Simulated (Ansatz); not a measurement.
## CrO2 under changes of volume

One of the cells (9.022 Å³/atom); the others are scaled copies at fixed shape and fractional positions:

```
CELL_PARAMETERS angstrom
0.00000 2.38307 2.38307
2.38307 0.00000 2.38307
2.38307 2.38307 0.00000
ATOMIC_POSITIONS crystal
Cr 0.00000 0.00000 0.00000
O 0.25000 0.25000 0.25000
O 0.75000 0.75000 0.75000
```

Measurements of this composition are mostly on another form, of space group No. 136.

```yaml
Program: Ansatz 0.2.0
Functional: PBE
Potentials_or_basis: Ansatz PAW
Cutoff: "420 eV (not typed: the program's choice for these potentials)"
k_mesh: 10 × 10 × 10
Occupations: fermi-dirac, width 0.05 eV
Spin: collinear spin, ferromagnetic start
Starting_moments: "[3.0, 0.0, 0.0] μB"
```

```csv
volume (Å³/atom),energy over the lowest point (meV/atom),pressure (GPa),gap on the mesh (eV)
8.481,?,?,?
8.661,0.00,1.1,0.56
8.842,1.74,-4.0,0.49
9.022,8.87,-8.6,0.41
9.203,20.79,-12.6,0.34
9.383,37.13,-16.2,0.27
9.564,57.22,-19.4,0.20
```

Problem. What does the run at 8.481 Å³/atom give?

Solution. Energy over the lowest point 4.44 meV/atom; pressure 6.9 GPa; gap on the mesh 0.65 eV.

Worked out: A Birch-Murnaghan fit of order 3 (a polynomial in V^(-2/3)) to the other rows has its minimum at 8.70 Å³/atom with B0 = V·E''(V) = 254 GPa and B' = 4.6. It gives 4.35 meV/atom at 8.481 Å³/atom, against the run's 4.44, and -dE/dV = 6.8 GPa, against 6.9. A straight line through the other rows of the gap, of slope -3.65 eV per unit of ln V, extrapolates to 0.64 eV, against the run's 0.65.

Energies are extrapolated to zero smearing.

Caveats: a cell with one magnetic atom can't hold antiferromagnetic order, which such compounds often take.

A mesh can miss the band edges.
